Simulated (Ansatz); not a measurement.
# Ge (P4_32_12) in Ansatz: a series of runs, part 3 of 3

Ansatz 0.2.0. The steps go on from the part before.

## (6) Relaxation of cell and atoms, revPBE

Input file input.yaml:

```yaml
crystal:
  lattice:
    - [5.93, 0.0, 0.0]
    - [0.0, 5.93, 0.0]
    - [0.0, 0.0, 6.98]
  atoms:
    - { symbol: Ge, position: [0.375, 0.1667, 0.75] }
    - { symbol: Ge, position: [0.3333, 0.875, 0.5] }
    - { symbol: Ge, position: [0.625, 0.8333, 0.25] }
    - { symbol: Ge, position: [0.6667, 0.125, 0.0] }
    - { symbol: Ge, position: [0.875, 0.3333, 0.5] }
    - { symbol: Ge, position: [0.8333, 0.625, 0.75] }
    - { symbol: Ge, position: [0.125, 0.6667, 0.0] }
    - { symbol: Ge, position: [0.1667, 0.375, 0.25] }
    - { symbol: Ge, position: [0.575, 0.425, 0.25] }
    - { symbol: Ge, position: [0.925, 0.925, 0.5] }
    - { symbol: Ge, position: [0.425, 0.575, 0.75] }
    - { symbol: Ge, position: [0.075, 0.075, 0.0] }
hamiltonian:
  xc: revpbe
  pseudopotentials: { kind: paw }
kpoints:
  mp_grid: { grid: [5, 5, 4] }
scf:
  occupations: { method: fermi_dirac, width: 0.05 }
output:
  forces: true
  stress: true
  eigenvalues: true
relax:
  f_tol: 0.01
  max_steps: 40
  cell: { stress_tol: 0.05 }
```

Potentials or basis: Ansatz PAW.

Launch:

```sh
> ansatz run input.yaml --threads 4 --pin off --max-ram 11264MiB --backend cpu --events-out ev --progress --plain --runs-dir out
```

Standard output:

```text
Warning: RAYON_NUM_THREADS=4 ignored (pool sized by the plan → 4); use --threads N
Engine: ansatz 0.2.0, aarch64-unknown-linux-gnu
Pseudopotentials: kind: paw
Pseudopotential: Ge, paw, valence charge 14, recommended cutoff 420 eV (normal), Ge.paw.azcp
Functional definition: revPBE
  parameter kappa = 1.245
  parameter beta = 0.06672455060314922
  exchange = pbe_x(kappa = kappa, mu = beta*pi^2/3)
  correlation = pbe_c(beta = beta)
Crystal: 12 atoms, lattice volume = 245.451 Å³
Basis set: ecut = 420 eV, 4783 PW (Γ), exchange–correlation on 80×80×96 points (8 copies of the dense FFT grid, shifted against one another)
Bands: 101, of which v1, the nominal top of the filled ones, is band 84 counted from 1 (83 counted from 0)
Symmetry: 8 space group operations
Space group: P43212 (ITA 96), of the structure as read, at distance tolerance 6.3e-5 Å
k-points: 18 of 100 (time reversal used)
Non-local potential: Ge, projectors of the file, l = 0: 2, l = 1: 2, l = 2: 3, l = 3: 1
[... 126 lines left out ...]
  k-point 2: bands = ["-15.8801", "-15.8801", "-15.8490", "-15.8490", "-15.8454", "-15.8454", "-15.8414", "-15.8414", "-15.8367", "-15.8367", "-15.8326", "-15.8326", "-15.7894", "-15.7894", "-15.7891", "-15.7891", "-15.7853", "-15.7853", "-15.7778", "-15.7778", "-15.7641", "-15.7641", "-15.7549", "-15.7549", "-15.7496", "-15.7496", "-15.7311", "-15.7311", "-15.7302", "-15.7302", "-15.7116", "-15.7116", "-15.7081", "-15.7081", "-15.6929", "-15.6929", "-15.6872", "-15.6872", "-15.6816", "-15.6816", "-15.6610", "-15.6610", "-15.6557", "-15.6557", "-15.6357", "-15.6357", "-15.6316", "-15.6316", "-15.6298", "-15.6298", "-15.6188", "-15.6188", "-15.6045", "-15.6045", "-15.5924", "-15.5924", "-15.5773", "-15.5773", "-15.5511", "-15.5511", "-2.9958", "-2.9958", "-0.4123", "-0.4123", "0.0431", "0.0431", "1.1563", "1.1563", "2.3694", "2.3694", "3.0865", "3.0865", "4.1805", "4.1805", "5.7575", "5.7575", "6.5019", "6.5019", "6.6814", "6.6814", "7.3376", "7.3376", "7.7362", "7.7362", "9.2139", "9.2139", "10.0570", "10.0570", "11.6008", "11.6008", "11.6424", "11.6424", "12.8661", "12.8661", "13.0117", "13.0117", "13.9249", "13.9249", "13.9279", "13.9279", "15.2184"]
  k-point 17: bands = ["-15.8702", "-15.8702", "-15.8680", "-15.8680", "-15.8435", "-15.8435", "-15.8417", "-15.8417", "-15.8197", "-15.8197", "-15.8153", "-15.8153", "-15.8083", "-15.8083", "-15.7906", "-15.7906", "-15.7754", "-15.7754", "-15.7686", "-15.7686", "-15.7654", "-15.7654", "-15.7575", "-15.7575", "-15.7444", "-15.7444", "-15.7385", "-15.7385", "-15.7239", "-15.7239", "-15.7168", "-15.7168", "-15.6989", "-15.6989", "-15.6945", "-15.6945", "-15.6786", "-15.6786", "-15.6742", "-15.6742", "-15.6623", "-15.6623", "-15.6581", "-15.6581", "-15.6459", "-15.6459", "-15.6381", "-15.6381", "-15.6200", "-15.6200", "-15.6178", "-15.6178", "-15.6065", "-15.6065", "-15.6046", "-15.6046", "-15.5816", "-15.5816", "-15.5676", "-15.5676", "-1.9836", "-1.9836", "-1.4244", "-1.4244", "-0.6306", "-0.6306", "-0.1590", "-0.1590", "3.4677", "3.4677", "3.8809", "3.8809", "5.7899", "5.7899", "6.1276", "6.1276", "6.5189", "6.5189", "6.9380", "6.9380", "7.3759", "7.3759", "7.7736", "7.7736", "9.6968", "9.6968", "10.0415", "10.0415", "10.6461", "10.6461", "11.0746", "11.0746", "11.5678", "11.5678", "12.0962", "12.0962", "13.1264", "13.1264", "13.6419", "13.6419", "14.4442"]
--- Relaxed structure (5 steps of the walk, 5 accepted, 1 SCFs on fresh bases) ---
  F+E_penalty+E_count = -51586.89907958 eV   max|allowed force component| = 2.398e-3 eV/Å   (the final SCF, on the basis selected at the relaxed cell)
  cell:  # Å, volume = 264.1268 Å³
    - [6.060168869839391, -1.8240647157742565e-33, -8.609307646109778e-18]
    - [-3.648129431548513e-34, 6.060168869839391, 2.7360581944133405e-33]
    - [-1.013372131026075e-17, 3.2205204379435275e-33, 7.191888467480012]
  atoms:
    - { symbol: Ge, position: [0.37062774318128455, 0.17005412906388256, 0.750224365057823] }
    - { symbol: Ge, position: [0.32994587093611744, 0.8706277431812849, 0.500224365057823] }
    - { symbol: Ge, position: [0.6293722568187154, 0.8299458709361175, 0.25022436505782303] }
    - { symbol: Ge, position: [0.6700541290638825, 0.1293722568187154, 0.00022436505782299446] }
    - { symbol: Ge, position: [0.8706277431812849, 0.32994587093611744, 0.4997756349421771] }
    - { symbol: Ge, position: [0.8299458709361175, 0.6293722568187154, 0.749775634942177] }
    - { symbol: Ge, position: [0.1293722568187154, 0.6700541290638825, -0.00022436505782299444] }
    - { symbol: Ge, position: [0.17005412906388256, 0.37062774318128455, 0.24977563494217705] }
    - { symbol: Ge, position: [0.5860604115908516, 0.4139395884091484, 0.25] }
    - { symbol: Ge, position: [0.9139395884091482, 0.9139395884091482, 0.5] }
    - { symbol: Ge, position: [0.4139395884091484, 0.5860604115908516, 0.75] }
    - { symbol: Ge, position: [0.08606041159085169, 0.08606041159085169, -1.8184860613680129e-19] }
```

Run time: 94 s. Hardware: 4 threads of Arm Neoverse V1, shared host; peak memory 1 GiB.

Results:

- Free energy: -51586.8991 eV
- Relaxed volume: 22.01 Å³/atom
- Relaxed cell: a = 6.060 Å, b = 6.060 Å, c = 7.192 Å, α = 90.00°, β = 90.00°, γ = 90.00°
- Space group after relaxing (to 0.05 Å): P4_32_12 (No. 96)
- Energy gained by relaxing: 38.3 meV/atom
- Ionic steps: 6
- Pressure after relaxing: 0.0 GPa
- Largest force after relaxing: 0.003 eV/Å
- Band gap on the k mesh: 0.56 eV, indirect (least direct gap 0.59 eV)

Forces in eV/Å, atoms in the order of the input:
```
Ge   0.000 -0.001 -0.001
Ge   0.001  0.000 -0.001
Ge   0.000  0.001 -0.001
Ge  -0.001  0.000 -0.001
Ge   0.000  0.001  0.001
Ge   0.001  0.000  0.001
Ge   0.000 -0.001  0.001
Ge  -0.001  0.000  0.001
Ge  -0.002  0.002  0.000
Ge   0.002  0.002  0.000
Ge   0.002 -0.002  0.000
Ge  -0.002 -0.002  0.000
```

Step by step:
```
step  energy change (eV)  largest force (eV/Å)  volume (Å³)
   1              0.0000                0.9035       245.45
   2             -0.4215                0.1271       264.71
   3             -0.4525                0.0356       264.71
   4             -0.4555                0.0166       264.10
   5             -0.4557                0.0033       264.13
   6             -0.4594                0.0034       264.13
```

Final structure:
```yaml
crystal:
  lattice:
    - [6.06017, 0.00000, 0.00000]
    - [0.00000, 6.06017, 0.00000]
    - [0.00000, 0.00000, 7.19189]
  atoms:
    - { symbol: Ge, position: [0.37063, 0.17005, 0.75022] }
    - { symbol: Ge, position: [0.32995, 0.87063, 0.50022] }
    - { symbol: Ge, position: [0.62937, 0.82995, 0.25022] }
    - { symbol: Ge, position: [0.67005, 0.12937, 0.00022] }
    - { symbol: Ge, position: [0.87063, 0.32995, 0.49978] }
    - { symbol: Ge, position: [0.82995, 0.62937, 0.74978] }
    - { symbol: Ge, position: [0.12937, 0.67005, 0.99978] }
    - { symbol: Ge, position: [0.17005, 0.37063, 0.24978] }
    - { symbol: Ge, position: [0.58606, 0.41394, 0.25000] }
    - { symbol: Ge, position: [0.91394, 0.91394, 0.50000] }
    - { symbol: Ge, position: [0.41394, 0.58606, 0.75000] }
    - { symbol: Ge, position: [0.08606, 0.08606, 0.00000] }
```

Caveat: odd divisions of the mesh miss points on the zone boundary, where band edges often lie, so the gap on the mesh can be too wide; the plane-wave basis is chosen anew once the cell has moved, so the energies of steps on either side of that aren't comparable; the PAW data sets come from PBE, with cores solved anew for the run's functional, which leaves a small shift of forces and pressure. A k mesh can miss the band edges.

## (7) The runs side by side

| level | gap on the mesh (eV) | pressure (GPa) | relaxed volume (Å³/atom) |
| --- | --- | --- | --- |
| LDA | 0.66 | 0.0 | 19.87 |
| PBE | 0.60 | 0.0 | 21.53 |
| PBEsol | 0.61 | 0.0 | 20.38 |
| RPBE | 0.55 | 0.0 | 22.23 |
| revPBE | 0.56 | 0.0 | 22.01 |

Alike in all rows: task relaxation of cell and atoms; potentials or basis Ansatz PAW; no spin polarisation; cell relaxed; k mesh 5 × 5 × 4; cutoff (eV) 420; smearing fermi-dirac 0.05 eV.

Caveats: odd divisions of the mesh miss points on the zone boundary, where band edges often lie, so the gap on the mesh can be too wide; the plane-wave basis is chosen anew once the cell has moved, so the energies of steps on either side of that aren't comparable; the PAW data sets come from PBE, with cores solved anew for the run's functional, which leaves a small shift of forces and pressure (some runs).

Total energies depend on the potentials used, so only differences within one code and one set of settings carry meaning.
